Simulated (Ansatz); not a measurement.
# Random displacements in SiC

The calculation used DFT PBE, scalar-relativistic, plane waves, PAW in Ansatz 0.2.0. The runs took a 420 eV cutoff, a Γ-centred 6×6×6 mesh and Gaussian smearing (0.05 eV). No spin polarisation. Energies are free energies at this smearing, counted from the undisturbed cell; pressure is positive in compression.

Reference structure (as given, not relaxed at this level):

```yaml
crystal:
  lattice:
    - [4.34800, 0.00000, 0.00000]
    - [0.00000, -4.34800, 0.00000]
    - [0.00000, 0.00000, -4.34800]
  atoms:
    - { symbol: Si, position: [0.00000, 0.50000, 0.50000] }
    - { symbol: Si, position: [0.50000, 0.00000, 0.50000] }
    - { symbol: Si, position: [0.50000, 0.50000, 0.00000] }
    - { symbol: Si, position: [0.00000, 0.00000, 0.00000] }
    - { symbol: C, position: [0.75000, 0.75000, 0.75000] }
    - { symbol: C, position: [0.25000, 0.25000, 0.75000] }
    - { symbol: C, position: [0.25000, 0.75000, 0.25000] }
    - { symbol: C, position: [0.75000, 0.25000, 0.25000] }
```

After a displacement of all atoms with no net shift and a strain of the cell, the run gives ΔE = 513.3 meV/atom; stress (xx, yy, zz, yz, xz, xy; compression positive) (4.64, -12.12, 6.48, -22.16, 37.65, 3.60) GPa.

| atom | Fx (eV/Å) | Fy | Fz |
| --- | --- | --- | --- |
| Si1 | -1.917 | 2.565 | -0.398 |
| Si2 | 0.171 | -1.567 | -0.893 |
| Si3 | 0.622 | 3.039 | -0.733 |
| Si4 | -2.922 | -2.474 | 0.450 |
| C5 | 0.443 | -1.846 | 0.378 |
| C6 | 1.761 | 0.035 | 0.983 |
| C7 | 3.063 | 0.686 | -1.180 |
| C8 | -1.221 | -0.439 | 1.394 |

(1) Which displacements (Å, in the unstrained cell) and strain were applied?

Answers

(1)
```csv
atom,ux,uy,uz
Si1,0.07,-0.04,-0.03
Si2,0.00,0.06,0.03
Si3,-0.06,-0.07,-0.02
Si4,0.06,0.06,-0.01
C5,-0.02,0.06,0.03
C6,-0.07,-0.03,0.01
C7,-0.10,-0.06,0.08
C8,0.12,0.01,-0.10
```
Strain (Voigt, engineering shear): (0.0119, 0.0676, 0.0215, 0.1079, -0.1880, -0.0319).

Cost: 1 run of about 0.42 core-minutes, on Intel Xeon Processor @ 2.70GHz (shared hosts).